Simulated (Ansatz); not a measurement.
Runs of Ansatz 0.2.0 on Pd. The structure is cubic, space group Fm-3m (No. 225). The conventional cell has a = 3.893 Å, b = 3.893 Å, c = 3.893 Å, α = 90.00°, β = 90.00°, γ = 90.00°. Pd (site symmetry m-3m) is surrounded by 12 Pd at 2.75 Å. 

```csv
task,level,potentials or basis,spin,U,cell,k mesh,cutoff (eV),smearing,start of the occupations,double counting,hubbard projectors,scf n extra bands,basis error allowed,other keys,gap on the mesh (eV),pressure (GPa),moment (μB),relaxed volume (Å³/atom)
single point,BLYP,"all-electron LAPW, scalar-relativistic","non-collinear, ferromagnetic start",-,as given,9 × 9 × 9,286,gaussian 0.025 eV,-,-,-,-,0.0005 eV/atom,-,none,(b),0.00,-
relaxation of cell and atoms,SVWN5,"all-electron LAPW, scalar-relativistic",off,-,relaxed from: volume scaled by 1.15,12 × 12 × 12,-,fermi-dirac 0.05 eV,-,-,-,-,0.002 eV/atom,-,-,0.0,-,14.12
elastic constants,revPBE-LDA,"all-electron LAPW, point nuclei",off,-,as given,16 × 16 × 16,285,fermi-dirac 0.15 eV,-,-,-,-,0.001 eV/atom,-,none,28.3,-,-
relaxation of cell and atoms,LDA+U,all-electron PAW datasets made for the crystal,off,Pd d U = 6.2 eV,relaxed,12 × 12 × 12,-,fermi-dirac 0.05 eV,auto,fll,augmentation-sphere,16,-,scf.n_extra_bands = 16,-,0.0,-,13.77
density of states,PBEsol+U,"all-electron LAPW, inner shells corrected to Dirac's equation",off,Pd d U = 7 eV,as given,12 × 12 × 12,266,tetrahedron,auto,fll,atomic,-,0.001 eV/atom,-,none,-1.2,-,-
electron localisation function,m-r2SCAN,all-electron PAW datasets made for the crystal,"collinear, random start",-,as given,12 × 12 × 12,260,tetrahedron,-,-,-,-,-,-,none,(a),0.02,-
```

Task: Fill in the values left out.

Result: (a) 2.4; (b) 17.6.

Caveats: the starting moments weren't kept (some runs); the U is typed as a test and isn't derived for this compound (some runs); with tetrahedron occupations forces and stress needn't match the slope of the energy (some runs); the k mesh is thin for a metal, which can move the energy by tens of meV per atom (some runs); so large a pressure means that the cell lies far from this level's equilibrium, or that cutoff or potentials fall short (some runs); a metal's response needs a denser mesh (some runs); the cell is more than 3 GPa from zero pressure, which shifts response properties (some runs).

A k mesh can miss the band edges, and the runs leave out spin-orbit coupling on Pd.

A gap of «none» marks a metal or a gap under the smearing width.

The runs don't all hold the same shells in valence.

Runs at the PBE level aren't shown here.
